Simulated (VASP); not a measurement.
# BaS (Fm-3m) in VASP: notebook

BaS is run at these levels: B3LYP, HSE06, PBE; tasks: single point.

Program: VASP 6.6.1. These are calculated values, not measurements. Logs are shortened: lines on timing, memory, paths and dates and some standing lists are left out, and cuts for length are marked.

**The experiment to reproduce.**

A printed reference work, monograph, original work of 1988 reports, for a bulk crystal of BaS at 2 K: band gap 3.806 eV (indirect).

The results are compared with them further down.

## (1) The cell of the first run

It takes space group Fm-3m (No. 225, cubic). The conventional cell has a = 6.388 Å, b = 6.388 Å, c = 6.388 Å, α = 90.00°, β = 90.00°, γ = 90.00°. Ba (site symmetry m-3m) has 6 S at 3.19 Å within 4.2 Å. S (site symmetry m-3m) has 6 Ba at 3.19 Å within 4.2 Å.

## (2) Single point, B3LYP

Input file POSCAR:

```
BaS
1.0
    0.0000000000      3.1937500000      3.1937500000
    3.1937500000      0.0000000000      3.1937500000
    3.1937500000      3.1937500000      0.0000000000
Ba S
1 1
Direct
    0.0000000000      0.0000000000      0.0000000000
    0.5000000000      0.5000000000      0.5000000000
```

Input file INCAR.step1:

```
PREC = Accurate
ENCUT = 520
EDIFF = 1E-5
ISMEAR = -1
SIGMA = 0.05
LREAL = F
LASPH = T
NELM = 60
ALGO = Normal
ISIF = 2
LWAVE = T
NBANDS = 15
GGA = PE
```

Input file INCAR.step2:

```
PREC = Accurate
ENCUT = 520
EDIFF = 1E-6
ISMEAR = -1
SIGMA = 0.05
LREAL = F
LASPH = T
NELM = 60
ALGO = Normal
ISIF = 2
LWAVE = F
LCHARG = T
GGA = B3
LHFCALC = T
AEXX = 0.2
AGGAX = 0.72
AGGAC = 0.81
ALDAC = 0.19
PRECFOCK = Normal
LELF = T
LVHAR = T
NBANDS = 15
ISTART = 1
```

Input file KPOINTS:

```
Automatic mesh
0
Gamma
  4 4 4
```

Potentials or basis: VASP PAW PBE potentials, release 64 (Ba_sv, S).

Launch:

```sh
$ cat potpaw_PBE.64/Ba_sv/POTCAR potpaw_PBE.64/S/POTCAR > POTCAR
$ cp INCAR.step1 INCAR
$ mpirun -np 1 vasp_std > vasp.out
$ cp INCAR.step2 INCAR
$ mpirun -np 1 vasp_std > vasp.out
```

OUTCAR:

```text
PREC = Accurate
   ENCUT = 520
   EDIFF = 1E-6
   ISMEAR = -1
   LREAL = F
   LASPH = T
   NELM = 60
   ISIF = 2
   GGA = B3
   LHFCALC = T
   AEXX = 0.2
   PRECFOCK = Normal
   ISTART = 1

 ion  position               nearest neighbor table
   1  0.000  0.000  0.000-   2 3.19   2 3.19   2 3.19   2 3.19   2 3.19   2 3.19
   2  0.500  0.500  0.500-   1 3.19   1 3.19   1 3.19   1 3.19   1 3.19   1 3.19

  LATTYP: Found a face centered cubic cell.
 ALAT       =     6.3875000000

  Lattice vectors:

 A1 = (   0.0000000000,   3.1937500000,   3.1937500000)
 A2 = (   3.1937500000,   0.0000000000,   3.1937500000)
 A3 = (   3.1937500000,   3.1937500000,   0.0000000000)

Analysis of symmetry for initial positions (statically):
=====================================================================
 Subroutine PRICEL returns:
 Original cell was already a primitive cell.

 Routine SETGRP: Setting up the symmetry group for a
 face centered cubic supercell.

 Subroutine GETGRP returns: Found 48 space group operations
 (whereof 48 operations were pure point group operations)
 out of a pool of 48 trial point group operations.

The static configuration has the point symmetry O_h .

Analysis of symmetry for dynamics (positions and initial velocities):
=====================================================================
 Subroutine PRICEL returns:
 Original cell was already a primitive cell.

 Routine SETGRP: Setting up the symmetry group for a
 face centered cubic supercell.

 Subroutine GETGRP returns: Found 48 space group operations
 (whereof 48 operations were pure point group operations)
 out of a pool of 48 trial point group operations.

The dynamic configuration has the point symmetry O_h .

 Subroutine INISYM returns: Found 48 space group operations
 (whereof 48 operations are pure point group operations),
 and found     1 'primitive' translations

----------------------------------------------------------------------------------------

                                     Primitive cell

  volume of cell :      65.1527

  direct lattice vectors                    reciprocal lattice vectors
     0.000000000  3.193750000  3.193750000    -0.156555773  0.156555773  0.156555773
     3.193750000  0.000000000  3.193750000     0.156555773 -0.156555773  0.156555773
     3.193750000  3.193750000  0.000000000     0.156555773  0.156555773 -0.156555773

  length of vectors
     4.516644565  4.516644565  4.516644565     0.271162553  0.271162553  0.271162553

[... 80 lines left out ...]
   IALGO  =     38    algorithm
   IMIX   =      1    mixing-type and parameters
     AMIX     =   0.40;   BMIX     =  1.00
     AMIX_MAG =   1.60;   BMIX_MAG =  1.00
  volume/ion in A,a.u.               =      32.58       219.84
  Fermi-wavevector in a.u.,A,eV,Ry     =   1.025189  1.937326 14.299891  1.051012
  Thomas-Fermi vector in A             =   2.159016
   LORBIT       =      0    0 simple, 1 ext, 2 COOP (PROOUT), +10 PAW based schemes
   GGA     = B3    functional components
   LHFCALC =     T    Hartree Fock is set to
   PRECFOCK=normal    Normal, Fast or Accurate (Low or Medium for compatibility)
   ENCUT4O =  -1.0   cutoff for four orbital integrals eV
   NKREDX  =     1    reduce k-point grid by
   NKREDY  =     1    reduce k-point grid by
   NKREDZ  =     1    reduce k-point grid by
   AEXX    =    0.2000 exact exchange contribution
   HFSCREEN=    0.0000 screening length (either q_TF or 0.3 A-1)
   HFSCREENC=   0.0000 screening length for correlation (either q_TF or 0.3 A-1)
   ENCUTFOCK=  -1.0 apply spherical cutoff to Coloumb kernel
   IVDW    =     0    specifies the selected vdW correction
   LEPSILON=     F    determine dielectric tensor
   LRPA    =     F    only Hartree local field effects (RPA)
 non-spin polarized calculation
  energy-cutoff  :      520.00
  volume of cell :       65.15
 maximum number of plane-waves:      1807
 NGX is ok and might be reduce to    36
  NGX = 28; NGY = 28; NGZ = 28

 number of electron      16.0000001 magnetization

 Free energy of the ion-electron system (eV)
  ---------------------------------------------------
  ext. energy  EPLUGINS =         0.00000000
  ---------------------------------------------------
  free energy    TOTEN  =       -11.01771748 eV

  energy without entropy =      -11.01771748  energy(sigma->0) =      -11.01771748

 E-fermi :   2.0066     XC(G=0):  -6.8867

 val. band max:        0.8495192635   @ k =   0.0000   0.0000   0.0000
 cond. band min:       4.3455824378   @ k =   0.5000   0.5000   0.0000
 fundamental gap:      3.4960631744
 Fermi energy:         2.0065884779

 k-point     1 :       0.0000    0.0000    0.0000
  band No.  band energies     occupation
      1     -26.7170      2.00000
      2     -10.9293      2.00000
      3     -10.9293      2.00000
      4     -10.9293      2.00000
      5     -10.4020      2.00000
      6       0.8495      2.00000
      7       0.8495      2.00000
      8       0.8495      2.00000
      9       5.9500      0.00000
     10       6.1545      0.00000
     11       6.1545      0.00000
     12       6.1545      0.00000
     13       7.1106      0.00000
     14       7.1106      0.00000
[... 113 lines left out ...]
      2     -11.5844      2.00000
      3     -11.2929      2.00000
      4     -11.2929      2.00000
      5      -9.6300      2.00000
      6      -0.3380      2.00000
      7       0.3371      2.00000
      8       0.3371      2.00000
      9       6.6112      0.00000
     10       6.6112      0.00000
     11       8.7025      0.00000
     12       9.2873      0.00000
     13       9.9386      0.00000
     14      12.0892      0.00000
     15      13.2233      0.00000

------------------------ aborting loop because EDIFF is reached ----------------------------------------

  FORCE on cell =-STRESS in cart. coord.  units (eV):
  Direction    XX          YY          ZZ          XY          YZ          ZX
  --------------------------------------------------------------------------------------
  -------------------------------------------------------------------------------------
  Total        1.1711062      1.1711062      1.1711062     -0.0000000     -0.0000000      0.0000000
  in kB       28.7987822     28.7987822     28.7987822     -0.0000000     -0.0000000      0.0000000
  external PRESSURE =      28.7987822 kB  Pullay stress =       0.0000000 kB

 VOLUME and BASIS-vectors are now :
 -----------------------------------------------------------------------------
  energy-cutoff  :      520.00
  volume of cell :       65.15
      direct lattice vectors                 reciprocal lattice vectors
     0.000000000  3.193750000  3.193750000    -0.156555773  0.156555773  0.156555773
     3.193750000  0.000000000  3.193750000     0.156555773 -0.156555773  0.156555773
     3.193750000  3.193750000  0.000000000     0.156555773  0.156555773 -0.156555773

 POSITION                                       TOTAL-FORCE (eV/Angst)
 -----------------------------------------------------------------------------------
      0.00000      0.00000      0.00000         0.000000      0.000000      0.000000
      3.19375      3.19375      3.19375        -0.000000     -0.000000     -0.000000
 -----------------------------------------------------------------------------------
    total drift:                                0.000000      0.000001      0.000000

  FREE ENERGIE OF THE ION-ELECTRON SYSTEM (eV)
  ---------------------------------------------------
  free  energy   TOTEN  =       -11.0177174787 eV

  energy  without entropy=      -11.0177174787  energy(sigma->0) =      -11.01771748
```

OSZICAR.step1:

```text
N       E                     dE             d eps       ncg     rms          rms(c)
DAV:   1     0.801652852973E+02    0.80165E+02   -0.68626E+03   240   0.931E+02
DAV:   2    -0.594608852544E+01   -0.86111E+02   -0.75291E+02   318   0.168E+02
DAV:   3    -0.105727017163E+02   -0.46266E+01   -0.45953E+01   333   0.402E+01
DAV:   4    -0.106624618306E+02   -0.89760E-01   -0.89748E-01   313   0.585E+00
DAV:   5    -0.106641345080E+02   -0.16727E-02   -0.16727E-02   312   0.639E-01    0.481E+00
DAV:   6    -0.101627939167E+02    0.50134E+00   -0.68613E-01   268   0.491E+00    0.327E+00
DAV:   7    -0.101644616419E+02   -0.16677E-02   -0.19257E-01   311   0.242E+00    0.216E+00
DAV:   8    -0.101770355530E+02   -0.12574E-01   -0.20900E-02   261   0.103E+00    0.264E-01
DAV:   9    -0.101787698549E+02   -0.17343E-02   -0.34296E-03   317   0.452E-01    0.157E-01
DAV:  10    -0.101795816712E+02   -0.81182E-03   -0.80878E-04   268   0.188E-01    0.498E-02
DAV:  11    -0.101797034493E+02   -0.12178E-03   -0.16509E-04   282   0.787E-02    0.118E-02
DAV:  12    -0.101797063475E+02   -0.28982E-05   -0.72951E-06   233   0.189E-02
   1 F= -.10179706E+02 E0= -.10179706E+02  d E =-.178807E-09
```

It used 1200 s of CPU time on 1 thread of AMD EPYC 7R13 Processor (Zen 3), with other jobs on the host.

What came out:

```
Free energy            : -11.0177 eV
Pressure               : 2.9 GPa
Band gap on the k mesh : 3.50 eV, indirect (least direct gap 3.65 eV)
```

Caveat: the k points lie up to 0.43 Å⁻¹ apart; the PAW data sets were made with another functional, which shifts forces and pressure a little; spin-orbit coupling is left out, which moves the levels of the heavy elements.

## (3) Single point, HSE06

This run uses another cell than the first one, of 33.88 Å³/atom, 1.040 times its volume.

Input file POSCAR:

```
BaS
1.0
    0.0000000000      3.2357778460      3.2357778460
    3.2357778460      0.0000000000      3.2357778460
    3.2357778460      3.2357778460      0.0000000000
Ba S
1 1
Direct
    0.0000000000      0.0000000000      0.0000000000
    0.5000000000      0.5000000000      0.5000000000
```

Input file INCAR.step1:

```
SYSTEM = BaS
ALGO = Normal ; EDIFF = 1E-5
ENCUT = 520 ; GGA = PE
ISIF = 2 ; ISMEAR = -1
LASPH = .True. ; LCHARG = .False.
LREAL = .False. ; LWAVE = .True.
NBANDS = 15 ; NELM = 80
PREC = Accurate ; SIGMA = 0.05
```

Input file INCAR.step2:

```
SYSTEM = BaS
ALGO = Normal ; EDIFF = 1E-6
ENCUT = 520 ; GGA = PE
HFSCREEN = 0.2079 ; ISIF = 2
ISMEAR = -1 ; ISTART = 1
LASPH = .True. ; LCHARG = .False.
LHFCALC = .True. ; LREAL = .False.
LWAVE = .False. ; NBANDS = 15
NELM = 80 ; PREC = Accurate
PRECFOCK = Normal ; SIGMA = 0.05
```

Input file KPOINTS:

```
k-points
0
Gamma
  4 4 4
  0 0 0
```

Potentials or basis: VASP PAW PBE potentials, release 64 (Ba_sv, S).

Launch:

```sh
$ cat potpaw_PBE.64/Ba_sv/POTCAR potpaw_PBE.64/S/POTCAR > POTCAR
$ cp INCAR.step1 INCAR
$ mpirun -np 1 vasp_std > vasp.out
$ cp INCAR.step2 INCAR
$ mpirun -np 1 vasp_std > vasp.out
```

It took 8.6 min on 1 thread of Intel Xeon Platinum 8375C at 2.90GHz (Ice Lake), shared host; peak memory 0.31 GiB.

Results (log left out):

```
Free energy            : -11.5424 eV
Pressure               : -0.7 GPa
Band gap on the k mesh : 3.08 eV, indirect (least direct gap 3.26 eV)
```

Levels at points of the mesh, in eV from the valence-band top:
| k point | band 4 | band 5 | band 6 | band 7 | band 8 | band 9 | band 10 | band 11 | band 12 | band 13 |
| --- | --- | --- | --- | --- | --- | --- | --- | --- | --- | --- |
| (0.00, 0.00, 0.00) | -11.94 | -11.37 | 0.00 | 0.00 | 0.00 | 4.38 | 4.90 | 4.90 | 4.90 | 5.82 |
| (0.50, 0.00, 0.00) | -11.97 | -10.02 | -1.98 | -1.07 | -1.07 | 6.52 | 6.56 | 7.39 | 7.39 | 9.98 |
| (0.50, 0.50, 0.00) | -12.13 | -11.26 | -0.63 | -0.18 | -0.18 | 3.08 | 6.95 | 6.99 | 8.59 | 8.59 |

Caveat: the k points lie up to 0.42 Å⁻¹ apart; the PAW data sets were made with another functional, which shifts forces and pressure a little; spin-orbit coupling is left out, which moves the levels of the heavy elements. A k mesh can miss the band edges.

## (4) Single point, HSE06

This run uses another cell than the first one, of 34.53 Å³/atom, 1.060 times its volume.

Input file POSCAR:

```
BaS
1.0
    0.0000000000      3.2563884516      3.2563884516
    3.2563884516      0.0000000000      3.2563884516
    3.2563884516      3.2563884516      0.0000000000
Ba S
1 1
Direct
    0.0000000000      0.0000000000      0.0000000000
    0.5000000000      0.5000000000      0.5000000000
```

Input file INCAR.step1:

```
PREC = Accurate
ENCUT = 520
EDIFF = 1E-5
ISMEAR = -1
SIGMA = 0.05
LREAL = F
LASPH = T
NELM = 60
ALGO = Normal
ISIF = 2
LWAVE = T
LCHARG = F
GGA = PE
NBANDS = 15
```

Input file INCAR.step2:

```
PREC = Accurate
ENCUT = 520
EDIFF = 1E-7
ISMEAR = -1
SIGMA = 0.05
LREAL = F
LASPH = T
NELM = 60
ALGO = Normal
ISIF = 2
LWAVE = F
LCHARG = F
GGA = PE
LHFCALC = T
HFSCREEN = 0.2079
PRECFOCK = Normal
ISTART = 1
NBANDS = 15
```

Input file KPOINTS:

```
Automatic mesh
0
Gamma
  4 4 4
```

Potentials or basis: VASP PAW PBE potentials, release 64 (Ba_sv, S).

Launch:

```sh
$ cat potpaw_PBE.64/Ba_sv/POTCAR potpaw_PBE.64/S/POTCAR > POTCAR
$ cp INCAR.step1 INCAR
$ mpirun -np 1 vasp_std > vasp.out
$ cp INCAR.step2 INCAR
$ mpirun -np 1 vasp_std > vasp.out
```

OUTCAR:

```text
PREC = Accurate
   ENCUT = 520
   EDIFF = 1E-7
   ISMEAR = -1
   LREAL = F
   LASPH = T
   NELM = 60
   ISIF = 2
   GGA = PE
   LHFCALC = T
   HFSCREEN = 0.2079
   PRECFOCK = Normal
   ISTART = 1

 ion  position               nearest neighbor table
   1  0.000  0.000  0.000-   2 3.26   2 3.26   2 3.26   2 3.26   2 3.26   2 3.26
   2  0.500  0.500  0.500-   1 3.26   1 3.26   1 3.26   1 3.26   1 3.26   1 3.26

[... 323 lines left out ...]
     15      11.9727      0.00000

------------------------ aborting loop because EDIFF is reached ----------------------------------------

  FORCE on cell =-STRESS in cart. coord.  units (eV):
  Direction    XX          YY          ZZ          XY          YZ          ZX
  --------------------------------------------------------------------------------------
  -------------------------------------------------------------------------------------
  Total       -0.6343498     -0.6343498     -0.6343498      0.0000000      0.0000000     -0.0000000
  in kB      -14.7163738    -14.7163738    -14.7163738      0.0000000      0.0000000     -0.0000000
  external PRESSURE =     -14.7163738 kB  Pullay stress =       0.0000000 kB

 VOLUME and BASIS-vectors are now :
 -----------------------------------------------------------------------------
  energy-cutoff  :      520.00
  volume of cell :       69.06
      direct lattice vectors                 reciprocal lattice vectors
     0.000000000  3.256388452  3.256388452    -0.153544335  0.153544335  0.153544335
     3.256388452  0.000000000  3.256388452     0.153544335 -0.153544335  0.153544335
     3.256388452  3.256388452  0.000000000     0.153544335  0.153544335 -0.153544335

 POSITION                                       TOTAL-FORCE (eV/Angst)
 -----------------------------------------------------------------------------------
      0.00000      0.00000      0.00000        -0.000000     -0.000000     -0.000000
      3.25639      3.25639      3.25639         0.000000      0.000000      0.000000
 -----------------------------------------------------------------------------------
    total drift:                                0.000001      0.000001      0.000001

  FREE ENERGIE OF THE ION-ELECTRON SYSTEM (eV)
  ---------------------------------------------------
  free  energy   TOTEN  =       -11.5335760940 eV

  energy  without entropy=      -11.5335760940  energy(sigma->0) =      -11.53357609
```

Run time: 8.4 min. Hardware: 1 thread of Intel Xeon Platinum 8375C at 2.90GHz (Ice Lake), shared host; peak memory 0.31 GiB.

What came out:

| Quantity | Value |
| --- | --- |
| Free energy | -11.5336 eV |
| Pressure | -1.5 GPa |
| Band gap on the k mesh | 3.11 eV, indirect (least direct gap 3.29 eV) |

Caveat: the PAW data sets were made with another functional, which shifts forces and pressure a little; spin-orbit coupling is left out, which moves the levels of the heavy elements.

## (5) Single point, PBE

Input file INCAR:

```
ALGO = Normal
EDIFF = 1E-6
ENCUT = 500
GGA = PE
GGA_COMPAT = False
ISIF = 2
ISMEAR = -1
LASPH = True
LCHARG = True
LELF = True
LREAL = False
LVHAR = True
LWAVE = False
NBANDS = 15
NELM = 120
PREC = Accurate
SIGMA = 0.03
```

Input file KPOINTS:

```
k-points
0
Gamma
  4 4 4
```

Input file POSCAR:

```
BaS
1.0
    0.0000000000      3.1937500000      3.1937500000
    3.1937500000      0.0000000000      3.1937500000
    3.1937500000      3.1937500000      0.0000000000
Ba S
1 1
Direct
    0.0000000000      0.0000000000      0.0000000000
    0.5000000000      0.5000000000      0.5000000000
```

Launch:

```sh
$ cat potpaw_PBE.64/Ba_sv/POTCAR potpaw_PBE.64/S/POTCAR > POTCAR
$ mpirun -np 1 vasp_std > vasp.out
```

Wall time 17 s (1 thread of Intel Xeon 8259CL, shared host); peak memory 0.2 GiB.

The run converged. Its results:

| Property | Result |
| --- | --- |
| Free energy | -10.1795 eV |
| Pressure | 1.5 GPa |
| Band gap on the k mesh | 2.10 eV, indirect (least direct gap 2.24 eV) |

Levels at points of the mesh, in eV from the valence-band top:
| k point | band 5 | band 6 | band 7 | band 8 | band 9 | band 10 | band 11 | band 12 |
| --- | --- | --- | --- | --- | --- | --- | --- | --- |
| (0.00, 0.00, 0.00) | -10.36 | 0.00 | 0.00 | 0.00 | 3.60 | 3.86 | 3.86 | 3.86 |
| (0.50, 0.00, 0.00) | -9.12 | -1.94 | -1.09 | -1.09 | 5.54 | 5.69 | 6.30 | 6.30 |
| (0.50, 0.50, 0.00) | -10.27 | -0.52 | -0.14 | -0.14 | 2.10 | 5.93 | 6.02 | 7.49 |

Caveat: the k points lie up to 0.43 Å⁻¹ apart; spin-orbit coupling is left out, which moves the levels of the heavy elements.

## (6) Summary

| level | cell | cutoff (eV) | smearing | grid for exact exchange (PRECFOCK) | screening parameter | gap on the mesh (eV) | pressure (GPa) |
| --- | --- | --- | --- | --- | --- | --- | --- |
| B3LYP | a = 4.517 Å, angles 60.0°, 2 atoms | 520 | fermi-dirac 0.05 eV | Normal | - | 3.50 | 2.9 |
| HSE06 | a = 4.576 Å, angles 60.0°, 2 atoms | 520 | fermi-dirac 0.05 eV | Normal | 0.2079 1/Å | 3.08 | -0.7 |
| HSE06 | a = 4.605 Å, angles 60.0°, 2 atoms | 520 | fermi-dirac 0.05 eV | Normal | 0.2079 1/Å | 3.11 | -1.5 |
| PBE | a = 4.517 Å, angles 60.0°, 2 atoms | 500 | fermi-dirac 0.03 eV | - | - | 2.10 | 1.5 |

Alike in all rows: task single point; potentials or basis VASP PAW PBE potentials, release 64 (Ba_sv, S); no spin polarisation; k mesh 4 × 4 × 4.

Caveats: some runs use coarse meshes; spin-orbit coupling is left out, which moves the levels of the heavy elements; the PAW data sets were made with another functional, which shifts forces and pressure a little (some runs).

Absolute energies hang on the potentials; compare differences alone.

## (7) Comparison with measurements

Step 4. A measured gap of BaS is 3.806 eV (indirect; 2 K; a printed reference work, monograph, original work of 1988); the calculated 3.11 eV misses it by -0.70 eV. Spin-orbit coupling on Ba is left out. The value is that of HSE06 on a finite k mesh, which can miss the band edges, without temperature or zero-point motion.
